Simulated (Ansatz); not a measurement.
# Te2Mo: the cost of one run

Program: Ansatz 0.2.0. Level of theory: DFT PBE, scalar-relativistic, plane waves, PAW. These are calculated values, not measurements.

2 further runs of the same task are left out: 1 that didn't finish, 1 set aside as unsound or not needed. Runs told in other sessions of the task aren't counted.

## (1) The structure to begin with

The structure is hexagonal, space group P-6m2 (No. 187). Conventional cell: a = 3.555 Å, b = 3.555 Å, c = 17.518 Å, α = 90.00°, β = 90.00°, γ = 120.00°. Around Te (site symmetry 3m) lie 3 Mo at 2.74 Å. Mo (site symmetry -6m2) is surrounded by 6 Te at 2.74 Å.

Coordinates:

```
Te Mo
1.0
     3.55499    0.00000    0.00000
    -1.77750    3.07871    0.00000
     0.00000    0.00000   17.51827
Te Mo
2 1
Direct
  0.33333 0.66667 0.89680
  0.33333 0.66667 0.10320
  0.00000 0.00000 0.00000
```

It goes back to an entry of the Materials Project, which need not be the stable form.

This cell was relaxed beforehand with the same method: volume 63.91 Å³/atom, gap on the mesh 1.08 eV.

## (2) The scan

The energy is mapped over two normal modes frozen in (zone-centre modes of the cell shown, which folds in the wave vector (0, 0, 1/2) of the primitive cell).

- amplitude of mode 7 (114 cm⁻¹), largest displacement: 7 values from −0.121 to 0.121 Å
- amplitude of mode 12 (168 cm⁻¹), largest displacement: 7 values from −0.082 to 0.082 Å

Nothing else is relaxed (the cell and all other modes fixed). Energies count from the relaxed high-symmetry cell. Points are written as (first, second).

The modes come from a phonon run on the reference cell, made beforehand.

Displacement patterns for an amplitude of 1 (Å):

| atom | x1 | y1 | z1 | x2 | y2 | z2 |
| --- | --- | --- | --- | --- | --- | --- |
| Te1 | 0.000 | 0.000 | 0.000 | 0.000 | 0.000 | 1.000 |
| Te2 | 1.000 | 0.000 | 0.000 | 0.000 | 0.000 | 0.000 |
| Te3 | -1.000 | 0.000 | 0.000 | 0.000 | 0.000 | 0.000 |
| Te4 | 0.000 | 0.000 | 0.000 | 0.000 | 0.000 | -1.000 |
| Mo5 | 0.000 | 0.000 | 0.000 | 0.000 | 0.000 | 0.000 |
| Mo6 | 0.000 | 0.000 | 0.000 | 0.000 | 0.000 | 0.000 |

## (3) Grid point (0.000 Å, −0.082 Å)

Contents of input.yaml:

```yaml
crystal:
  lattice:
    - [3.5549909197, 0.0, 0.0]
    - [-1.7774954599, 3.0787124467, 0.0]
    - [0.0, 0.0, 35.0365360304]
  atoms:
    - { symbol: Te, position: [0.3333333333, 0.6666666667, 0.4460580811] }
    - { symbol: Te, position: [0.3333333333, 0.6666666667, 0.9483984951] }
    - { symbol: Te, position: [0.3333333333, 0.6666666667, 0.0516015049] }
    - { symbol: Te, position: [0.3333333333, 0.6666666667, 0.5539419189] }
    - { symbol: Mo, position: [0.0, 0.0, 0.0] }
    - { symbol: Mo, position: [0.0, 0.0, 0.5] }
basis:
  ecutwfc: 420
kpoints:
  mp_grid: { grid: [9, 9, 1] }
hamiltonian:
  xc: pbe
  pseudopotentials: { kind: paw, azcp: { folder: soft_1 } }
scf:
  occupations: { method: gaussian, width: 0.05 }
output:
  forces: true
  stress: true
  eigenvalues: true
```

Started as:

```bash
> ansatz run input.yaml --threads 2 --pin off --max-ram 4096MiB --backend cpu --events-out ev --progress --plain --runs-dir out
```

**Question.** How long does this run take on 2 threads of Arm Neoverse N1, shared host, and how much memory does it need?

About 22 s, with a peak of 0.64 GiB.
